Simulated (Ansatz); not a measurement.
# MgS (F-43m) in Ansatz: settings compared

Aim: see how the results for MgS move with the level of theory and the settings. Levels: r2SCAN+rVV10, r2SCANh. Tasks: density of states, projected density of states.

Program: Ansatz 0.2.0. These are calculated values, not measurements. Logs are shortened: lines on timing, memory, paths and dates and some standing lists are left out, and cuts for length are marked.

## (1) The structure

It takes space group F-43m (No. 216, cubic). The conventional cell has a = 5.666 Å, b = 5.666 Å, c = 5.666 Å, α = 90.00°, β = 90.00°, γ = 90.00°. Around S (site symmetry -43m) lie 4 Mg at 2.45 Å. Mg (site symmetry -43m) is surrounded by 4 S at 2.45 Å.

The cell comes from a database or a generator and needn't be the stable form of this composition.

## (2) Density of states, r2SCAN+rVV10

Contents of input.yaml:

```yaml
crystal:
  lattice: { a: 5.66624009, b: 5.66624009, c: 5.66624009, alpha: 90.0, beta: 90.0, gamma: 90.0 }
  space_group: 216
  reduce_to_primitive: true
  atoms:
    - { symbol: S, wyckoff: "4d", position: [0.25, 0.25, 0.75] }
    - { symbol: Mg, wyckoff: "4a", position: [0.0, 0.0, 0.0] }
hamiltonian:
  xc: r2scan
  pseudopotentials: { kind: paw }
  dispersion: rvv10
kpoints:
  mp_grid: { grid: [8, 8, 8] }
scf:
  occupations: { method: gaussian, width: 0.1 }
  n_extra_bands: 6
output:
  forces: true
  stress: true
  eigenvalues: true
  dos: { projected: false, de: 0.05, nscf_kmesh: { grid: [12, 12, 12] } }
```

Potentials or basis: Ansatz PAW.

Started as:

```console
ansatz run input.yaml --threads 1 --pin off --max-ram 2560MiB --backend cpu --events-out ev --progress --plain --runs-dir out
```

Output:

```text
Warning: RAYON_NUM_THREADS=1 ignored (pool sized by the plan → 1); use --threads N
crystal.space_group: 216 is read as F-43m: the typed cell holds S4Mg4 (S 4d, Mg 4a). Least distances (Å): S–S 4.007, S–Mg 2.454, Mg–Mg 4.007
crystal.space_group generates its sites in this order, which a site index counts, at these fractional coordinates of the primitive cell where crystal.reduce_to_primitive is true, and else of the cell that is read (crystal.supercell repeats the list replica by replica, and crystal.defects acts on that): 0: S [0.750000, 0.750000, 0.750000]; 1: Mg [0.000000, 0.000000, 0.000000];
scf.n_extra_bands = 6 over 8 filled bands (N_el = 16.0): the run solves 14 bands
Engine: ansatz 0.2.0, x86_64-unknown-linux-gnu
Pseudopotentials: kind: paw
Pseudopotential: S, paw, valence charge 6, recommended cutoff 500 eV (meta_gga), S.paw.azcp
Pseudopotential: Mg, paw, valence charge 10, recommended cutoff 500 eV (meta_gga), Mg.paw.azcp
Functional definition: r2SCAN+rVV10
  parameter k0 = 0.174
  parameter k1 = 0.065
  parameter a1 = 4.9479
  exchange = r2scan_x(k0 = k0, k1 = k1, a1 = a1)
  correlation = r2scan_c + rvv10(11.95, 0.0093)
Crystal: 2 atoms, lattice volume = 45.480 Å³
Basis set: ecut = 500 eV, 1139 PW (Γ), exchange–correlation on 144×144×144 points (64 copies of the dense FFT grid, shifted against one another)
Bands: 14, of which v1, the nominal top of the filled ones, is band 8 counted from 1 (7 counted from 0)
Symmetry: 24 space group operations
Space group: F-43m (ITA 216), of the structure as read, at distance tolerance 3.6e-5 Å
k-points: 29 of 512 (time reversal used)
Non-local potential: S, projectors of the file, l = 0: 2, l = 1: 2, l = 2: 2
Non-local potential: Mg, projectors of the file, l = 0: 3, l = 1: 2, l = 2: 1
PAW form: soft (Blöchl's): semilocal exchange-correlation on the pseudo side does not see the compensation charge
rVV10 density: all electrons in the spheres
PAW frozen core: S, regenerated for the run's functional (the file was generated under x = pbe(κ = 0.804, μ = 0.2195149727645171), c = pbe(β = 0.06672455060314922))
PAW frozen core: Mg, regenerated for the run's functional (the file was generated under x = pbe(κ = 0.804, μ = 0.2195149727645171), c = pbe(β = 0.06672455060314922))
PAW one-centre angular grid: S, 302 points (default); XC on 160 Gauss nodes
PAW one-centre angular grid: Mg, 302 points (default); XC on 224 Gauss nodes
Initial density: superposition of atomic densities (neutral atoms: chi_scale 0, normalization atom), corrected by the library's trained network
Initial wavefunctions: pseudopotential atomic-orbital guess
Functional: x = r2scan, c = r2scan + rvv10(b = 11.95, C = 0.0093); τ floored in thin density (d = 2e-4 eV/Å³)
SCF iter   1: F=—  HF=-2834.473871 eV  |F-HF|=—  |Δ(HF+E_count)|=         —  Δρ=6.16e-3  dr2=7.30e-3  dr2_τ=6.19e-3  ethr=1.77e-3  ⟨swp⟩=5.1  Hψ=2550  notcnv=0  defer=2
preconditioner: auto → none  [insulator: Δε(μ)=4.018 eV  Ē_g=13.346 eV  σ=0.100 eV  W_gap=1.00  n_scr=14 (ndim 8)  ℏωp=15.6 eV  f_vac=0.019  D(μ)=0.00/eV (n_scr^D=0)  ε∞_Penn≈2.4]
SCF iter   2: F=—  HF=-2834.499152 eV  |F-HF|=—  |Δ(HF+E_count)|=   2.53e-2  Δρ=2.29e-3  dr2=1.59e-3  dr2_τ=7.01e-5  ethr=4.56e-5  ⟨swp⟩=2.0  Hψ=999  notcnv=0  defer=45
SCF iter   3: F=—  HF=-2834.499282 eV  |F-HF|=—  |Δ(HF+E_count)|=   1.30e-4  Δρ=6.85e-4  dr2=1.42e-4  dr2_τ=1.11e-5  ethr=9.96e-6  ⟨swp⟩=2.0  Hψ=593  notcnv=0  defer=45
SCF iter   4: F=—  HF=-2834.499288 eV  |F-HF|=—  |Δ(HF+E_count)|=   5.36e-6  Δρ=1.02e-4  dr2=2.61e-6  dr2_τ=4.55e-7  ethr=8.87e-7  ⟨swp⟩=2.2  Hψ=483  notcnv=0  defer=45
SCF iter   5: F=—  HF=-2834.499293 eV  |F-HF|=—  |Δ(HF+E_count)|=   4.86e-6  Δρ=2.08e-5  dr2=8.98e-8  dr2_τ=3.59e-9  ethr=1.63e-8  ⟨swp⟩=2.5  Hψ=574  notcnv=0  defer=45
SCF iter   6: F=-2834.499293 eV  HF=-2834.499293 eV  |F-HF|=2.76e-10  |Δ(HF+E_count)|=   6.09e-8  Δρ=1.24e-6  dr2=4.90e-10  dr2_τ=8.20e-11  ethr=5.62e-10  ⟨swp⟩=7.0  Hψ=1865  notcnv=0
SCF 1 converged in 6 iterations: F = -2834.499293 eV  dr2 = 4.90e-10
NSCF: frozen V_eff on 72 k-points
SCF converged after 6 iterations
Free energy (F): -2834.499293 eV
Harris-Foulkes:  -2834.499293 eV  (|F-HF|=2.76e-10)
Internal energy: -2834.499293 eV  (E = F + TS)
E sigma→0 (E₀):  -2834.499293 eV
Fermi energy:    4.841563 eV
--- Per-component energies (eV) ---
  E_band       = -387.755263
  E_kinetic    = 183.211887
  E_local      = -1885.541910  (includes V_loc(G=0)·N_el)
  E_nonlocal   = 123.675394
  E_hartree    = 683.540123
  E_xc         = -118.846684
  E_vxc        = -134.825476  (∫ρ·V_xc dr)
  E_paw        = -905.819978  (= ΣΔE_a)
  E_vpaw       = -48.460183  (= ΣTr[D̂ρ^β])
  E_aug_tail   = -0.000001  (compensation charges beyond the density's cutoff)
  E_vtau       = 7.104561  (kinetic-family band-sum trace: ∫τ·v_τ [+ j·A + Jᵃ·Aᵃ] dr)
  E_ewald      = -914.582148
  E_core_change = -0.135975  (= ΣΔE_core)
  E_smearing   = -0.000000  (= −TS)
  E_closure    = -0.000000  (closes the sum)
  Σ components = -2834.499293   (vs F -2834.499293, Δ=0.00e0)
--- Forces (eV/Å), atoms counted from 1 ---
  atom   1  S      0.00000000     0.00000000    -0.00000000
  atom   2  Mg    -0.00000000    -0.00000000     0.00000000
  max |Σ_I F_I| component: 3.24e-17 eV/Å
--- Stress (GPa, compression-positive) ---
       -0.612200      -0.000000      -0.000000
       -0.000000      -0.612200       0.000000
        0.000000       0.000000      -0.612200
  P = ⅓ Tr σ = -0.6122 GPa (-6.122 kbar)
--- Band table (eV; the first three rows and the last of 29) ---
  k-point 0: bands = ["-73.6704", "-38.7728", "-38.7728", "-38.7728", "-8.9279", "2.8101", "2.8101", "2.8101", "6.8704", "11.3599", "11.3599", "11.3599", "14.1669", "14.1669"]
  k-point 1: bands = ["-73.6704", "-38.7732", "-38.7728", "-38.7728", "-8.8376", "2.1481", "2.7567", "2.7567", "7.5170", "11.1792", "11.5426", "11.5426", "13.7118", "13.7118"]
  k-point 2: bands = ["-73.6704", "-38.7741", "-38.7730", "-38.7730", "-8.6039", "0.9650", "2.6357", "2.6357", "8.3910", "11.2166", "11.5470", "11.5470", "13.8037", "13.8037"]
  k-point 28: bands = ["-73.6703", "-38.7750", "-38.7743", "-38.7738", "-7.9895", "0.5383", "0.9400", "1.4746", "8.7264", "11.4860", "11.5299", "11.9798", "16.4054", "17.2513"]
```

Wall time 8.6 s (1 thread of AMD EPYC 7B13 (Zen 3), shared host); peak memory 0.57 GiB.

What came out:

```yaml
Free_energy: -2834.4993 eV
Pressure: -0.6 GPa
Band_gap_on_the_k_mesh: 4.06 eV, direct
```

Levels at points of the mesh, in eV from the valence-band top:
```csv
k point,band 4,band 5,band 6,band 7,band 8,band 9,band 10,band 11,band 12,band 13
"(0.00, 0.00, 0.00)",-41.58,-11.74,0.00,0.00,0.00,4.06,8.55,8.55,8.55,11.36
"(0.00, 0.00, -0.50)",-41.58,-11.04,-3.16,-0.33,-0.33,5.75,8.16,8.16,9.17,13.71
"(0.00, -0.50, -0.50)",-41.58,-10.81,-2.82,-1.05,-1.05,4.25,6.22,12.07,13.22,13.22
```

States per cell in windows of 1 eV (zero at the valence-band top; states under -8 eV left out):
```
from (eV)  total
     -8.0   0.00
     -7.0   0.00
     -6.0   0.00
     -5.0   0.00
     -4.0   0.04
     -3.0   1.67
     -2.0   1.58
     -1.0   2.71
      0.0   0.00
      1.0   0.00
      2.0   0.00
      3.0   0.00
      4.0   0.17
      5.0   0.92
      6.0   1.08
      7.0   1.60
```

Caveat: the PAW data sets come from PBE, with cores solved anew for the run's functional, which leaves a small shift of forces and pressure. r2SCAN opens gaps a little over a GGA but as a rule still falls short of measured ones.

## (3) Projected density of states, r2SCANh, collinear spin, program default start

Contents of input.yaml:

```yaml
crystal:
  lattice:
    - [0.0, 2.8331200468, 2.8331200468]
    - [2.8331200468, 0.0, 2.8331200468]
    - [2.8331200468, 2.8331200468, 0.0]
  atoms:
    - { symbol: S, position: [0.25, 0.25, 0.25] }
    - { symbol: Mg, position: [0.0, 0.0, 0.0] }
hamiltonian:
  xc: r2scanh
  pseudopotentials: { kind: paw, source: jth }
magnetization:
  spin_polarized: true
kpoints:
  mp_grid: { grid: [4, 4, 4] }
scf:
  occupations: { method: gaussian, width: 0.01 }
  n_extra_bands: 6
output:
  forces: true
  stress: true
  eigenvalues: true
  dos: { projected: true, de: 0.05 }
  write_density: true
  write_potential: true
  elf: true
  volumetric_format: npy
```

Potentials or basis: JTH PAW.

Started as:

```console
ansatz run input.yaml --threads 1 --pin off --max-ram 2560MiB --backend cpu --events-out ev --progress --plain --runs-dir out
```

Output:

```text
Warning: the checks of this S dataset prove no rule for summing its radial tables, as where they were carried onto another mesh than they were made on, and Gregory's rule is taken, under which a leading mesh point left out moves its sums only by what lay on the interval it spanned. That does not make them correct, and they differ from Quantum ESPRESSO's on this file; a re-export a fraction of a mesh step off can move them. hamiltonian.pseudopotentials.radial_quadrature: simpson_from_first_knot sums it by `pw.x`'s rule; on a PAW file no value gives `pw.x`'s numbers. What more to know: hamiltonian.pseudopotentials.radial_quadrature, in the input reference
Warning: the checks of this Mg dataset prove no rule for summing its radial tables, as where they were carried onto another mesh than they were made on, and Gregory's rule is taken, under which a leading mesh point left out moves its sums only by what lay on the interval it spanned. That does not make them correct, and they differ from Quantum ESPRESSO's on this file; a re-export a fraction of a mesh step off can move them. hamiltonian.pseudopotentials.radial_quadrature: simpson_from_first_knot sums it by `pw.x`'s rule; on a PAW file no value gives `pw.x`'s numbers. What more to know: hamiltonian.pseudopotentials.radial_quadrature, in the input reference
Warning: output.stress: scf.convergence.dr2_threshold = 1e-7 eV (the SCF's general default) is looser than the 2e-10 eV advised for a printed stress (1e-10 eV for each atom of the cell: 2). What an SCF threshold leaves in a stress goes as its square root, and in the free energy as the threshold itself, and one threshold admits the most on a small cell: of the crystals measured, under no hybrid functional and no lock of the moments, on runs that ended without the residual-converged pass, on stresses that held no estimate of that error, the worst erred by over 100 MPa in a component at 1e-7 eV an atom and by under 5 at 1e-10. Set scf.convergence.dr2_threshold to 2e-10 eV or tighter. The threshold is an SCF's pass mark: one that does not reach it within its budget of iterations ends unconverged, or closes short of it on a stop that the run arms, and scf.convergence.dr2_threshold's page says what that costs each kind of run
Warning: output.stress: scf.exx.energy_threshold = 1e-6 eV is looser than the 2e-8 eV advised for a stress under a hybrid functional (1e-8 eV for each atom of the cell: 2). Every SCF of the exchange loop can meet its threshold on dr2 while the loop round them stops early: no threshold on dr2 bounds what that leaves in the stress. Set scf.exx.energy_threshold to 2e-8 eV or tighter. The threshold is the loop's pass mark: a loop that does not reach it within its budget of cycles ends unconverged, and scf.exx.energy_threshold's page has the law
Warning: RAYON_NUM_THREADS=1 ignored (pool sized by the plan → 1); use --threads N
scf.n_extra_bands = 6 over 8 filled bands (N_el = 16.0): the run solves 14 bands
[... 84 lines left out ...]
  Σ components = -2835.249162   (vs F -2835.249162, Δ=0.00e0)
--- Forces (eV/Å), atoms counted from 1 ---
  atom   1  S     -0.00000000     0.00000000    -0.00000000
  atom   2  Mg     0.00000000    -0.00000000     0.00000000
  max |Σ_I F_I| component: 3.70e-17 eV/Å
--- Stress (GPa, compression-positive) ---
       -0.098126       0.000000      -0.000000
       -0.000000      -0.098126       0.000000
       -0.000000       0.000000      -0.098126
  P = ⅓ Tr σ = -0.0981 GPa (-0.981 kbar)
--- Band table (eV; the first three rows and the last of 16) ---
  k-point 0 ↑: bands = ["-75.3242", "-39.9007", "-39.9007", "-39.9007", "-9.2916", "2.8404", "2.8404", "2.8404", "7.5442", "12.1288", "12.1288", "12.1288", "14.9895", "14.9895"]
  k-point 1 ↑: bands = ["-75.3242", "-39.9022", "-39.9010", "-39.9010", "-8.9581", "0.9452", "2.6606", "2.6606", "9.0923", "11.9852", "12.3185", "12.3185", "14.6127", "14.6127"]
  k-point 2 ↑: bands = ["-75.3241", "-39.9036", "-39.9012", "-39.9012", "-8.5682", "-0.4184", "2.4988", "2.4988", "9.2612", "11.7250", "11.7250", "12.7677", "17.3762", "17.4043"]
  k-point 7 ↓: bands = ["-75.3241", "-39.9031", "-39.9024", "-39.9019", "-8.3251", "0.4930", "0.9128", "1.4725", "9.4463", "12.2758", "12.2897", "12.7455", "17.2500", "18.1723"]
```

rho_z.tsv:

```text
# z_ang	rho[e/angstrom^3]	rho_spin[e/angstrom^3]
# format = ansatz-planar-average/11
# lattice	0.000000000	2.833120047	2.833120047
# lattice	2.833120047	0.000000000	2.833120047
# lattice	2.833120047	2.833120047	0.000000000
# sites	2
# site	16	1.416560023	1.416560023	1.416560023
# site	12	0.000000000	0.000000000	0.000000000
0.000000	9.169604e-1	0.000000e0
0.100166	9.248743e-1	0.000000e0
0.200332	8.931980e-1	0.000000e0
0.300498	8.272403e-1	0.000000e0
0.400664	7.359551e-1	0.000000e0
0.500830	6.315317e-1	0.000000e0
0.600996	5.273568e-1	0.000000e0
0.701161	4.357356e-1	0.000000e0
0.801327	3.653714e-1	0.000000e0
0.901493	3.195704e-1	0.000000e0
1.001659	2.962097e-1	0.000000e0
1.101825	2.882437e-1	0.000000e0
1.201991	2.874642e-1	0.000000e0
1.302157	2.885333e-1	0.000000e0
1.402323	2.872587e-1	0.000000e0
1.502489	2.797280e-1	0.000000e0
1.602655	2.642679e-1	0.000000e0
1.702821	2.415494e-1	0.000000e0
1.802987	2.142575e-1	0.000000e0
1.903152	1.861060e-1	0.000000e0
2.003318	1.600179e-1	0.000000e0
2.103484	1.371066e-1	0.000000e0
2.203650	1.173231e-1	0.000000e0
2.303816	1.006473e-1	0.000000e0
2.403982	8.684129e-2	0.000000e0
2.504148	7.568535e-2	0.000000e0
2.604314	6.703376e-2	0.000000e0
2.704480	6.060268e-2	0.000000e0
2.804646	5.656463e-2	0.000000e0
2.904812	5.500491e-2	0.000000e0
3.004978	5.844390e-2	0.000000e0
3.105144	7.475590e-2	0.000000e0
3.205309	1.132184e-1	0.000000e0
3.305475	1.800412e-1	0.000000e0
3.405641	2.764268e-1	0.000000e0
3.505807	3.971325e-1	0.000000e0
3.605973	5.312099e-1	0.000000e0
3.706139	6.641066e-1	0.000000e0
3.806305	7.806079e-1	0.000000e0
3.906471	8.677917e-1	0.000000e0
```

Run time: 36 s. Hardware: 1 thread of AMD EPYC 7B13 (Zen 3), shared host; peak memory 1.2 GiB.

Results:

| Property | Result |
| --- | --- |
| Free energy | -2835.2492 eV |
| Pressure | -0.1 GPa |
| Band gap on the k mesh | 4.70 eV, direct |
| Net moment | 0.00 μB per cell |
| Absolute moment | 0.00 μB per cell |

Levels at points of the mesh, in eV from the valence-band top:
Spin up:
| k point | band 5 | band 6 | band 7 | band 8 | band 9 | band 10 | band 11 | band 12 |
| --- | --- | --- | --- | --- | --- | --- | --- | --- |
| (0.00, 0.00, 0.00) | -12.13 | 0.00 | 0.00 | 0.00 | 4.70 | 9.29 | 9.29 | 9.29 |
| (0.00, 0.00, -0.50) | -11.41 | -3.26 | -0.34 | -0.34 | 6.42 | 8.88 | 8.88 | 9.93 |
| (0.00, -0.50, -0.50) | -11.17 | -2.92 | -1.08 | -1.08 | 4.91 | 6.91 | 12.87 | 14.01 |
Spin down:
```csv
k point,band 4,band 5,band 6,band 7,band 8,band 9,band 10,band 11,band 12,band 13
"(0.00, 0.00, 0.00)",-42.74,-12.13,0.00,0.00,0.00,4.70,9.29,9.29,9.29,12.15
"(0.00, 0.00, -0.50)",-42.74,-11.41,-3.26,-0.34,-0.34,6.42,8.88,8.88,9.93,14.54
"(0.00, -0.50, -0.50)",-42.74,-11.17,-2.92,-1.08,-1.08,4.91,6.91,12.87,14.01,14.01
```

States per cell in windows of 1 eV (zero at the valence-band top; states under -8 eV left out):
```csv
from (eV),up,down,S 3p up,S 3p down,Mg 3p up,Mg 3p down,Mg 3s up,Mg 3s down
-8.0,0.00,0.00,0.00,0.00,0.00,0.00,0.00,0.00
-7.0,0.00,0.00,0.00,0.00,0.00,0.00,0.00,0.00
-6.0,0.00,0.00,0.00,0.00,0.00,0.00,0.00,0.00
-5.0,0.00,0.00,0.00,0.00,0.00,0.00,0.00,0.00
-4.0,0.02,0.02,0.01,0.01,0.00,0.00,0.00,0.00
-3.0,0.87,0.87,0.62,0.62,0.10,0.10,0.13,0.13
-2.0,0.85,0.85,0.71,0.71,0.10,0.10,0.04,0.04
-1.0,1.25,1.25,1.14,1.14,0.10,0.10,0.01,0.01
0.0,0.00,0.00,0.00,0.00,0.00,0.00,0.00,0.00
1.0,0.00,0.00,0.00,0.00,0.00,0.00,0.00,0.00
2.0,0.00,0.00,0.00,0.00,0.00,0.00,0.00,0.00
3.0,0.00,0.00,0.00,0.00,0.00,0.00,0.00,0.00
4.0,0.00,0.00,0.00,0.00,0.00,0.00,0.00,0.00
5.0,0.11,0.11,0.01,0.01,0.06,0.06,0.02,0.02
6.0,0.80,0.80,0.06,0.06,0.41,0.41,0.09,0.09
7.0,0.18,0.18,0.01,0.01,0.06,0.06,0.04,0.04
```

Caveat: the k mesh is coarse (spacing up to 0.48 Å⁻¹), so the values aren't converged, least of all with exact exchange; the thresholds are loose for stress.
